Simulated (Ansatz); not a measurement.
O vacancy in ZnO

Theory: DFT PBE, scalar-relativistic, plane waves, PAW (Ansatz 0.2.0). Settings: 420 eV cutoff, 3×3×3 k-mesh, Gaussian smearing of 0.01 eV, no spin polarisation.

Host crystal, relaxed:

```
Zn O
1.0
     3.27939    0.00000    0.00000
    -1.63970    2.84004    0.00000
     0.00000    0.00000    5.29323
Zn O
2 2
Cartesian
  1.6397 0.9467 2.6498
  0.0000 1.8934 0.0032
  1.6397 0.9467 4.6565
  0.0000 1.8934 2.0099
```

Supercell of 16 atoms, rows in host cell vectors: 0 0 -1; 0 2 0; 2 0 0. Atoms relax at the host's cell from a start displaced at random by 0.06 Å near the defect, so other minima may exist. The cell is small, so energies carry finite-size errors of tenths of an eV. The host's Kohn–Sham gap is 0.74 eV. Atoms are taken from and returned to the elements' standard states. Charged cells are corrected for image charges with the computed static dielectric tensor (mean 10.9) and aligned with the host's potential at far atoms (alignment terms reach 1.02 eV). No band-filling term is added, and the Fermi level counts from the host's valence band top.

Defect: O vacancy at (0.667, 0.333, 0.880) of the host cell.

Question: What is the formation energy of the neutral defect?

Answer: 3.76 eV.

Question: Does the neutral defect carry a moment, and how do its surroundings relax?

Answer: The neutral run had no spin polarisation, so a moment wasn't tested. The nearest neighbours before are 3 Zn at 2.00 Å, 1 Zn at 2.01 Å; after relaxation the atoms near the site are 1 Zn at 1.78 Å, 1 Zn at 1.86 Å, 1 Zn at 1.87 Å, 1 Zn at 1.88 Å; the largest move is 0.25 Å.

Question: Charges +2, 0 were computed. Which is stable where in the gap?

Answer: Among the charges computed the stable one is +2 at the valence band top, changing to 0 at 0.50 eV. Levels between neighbouring charges: (+2/0) 0.50 eV.

Cost: 3 runs of about 14 core-minutes in all, on AMD EPYC (Zen 3) (shared hosts).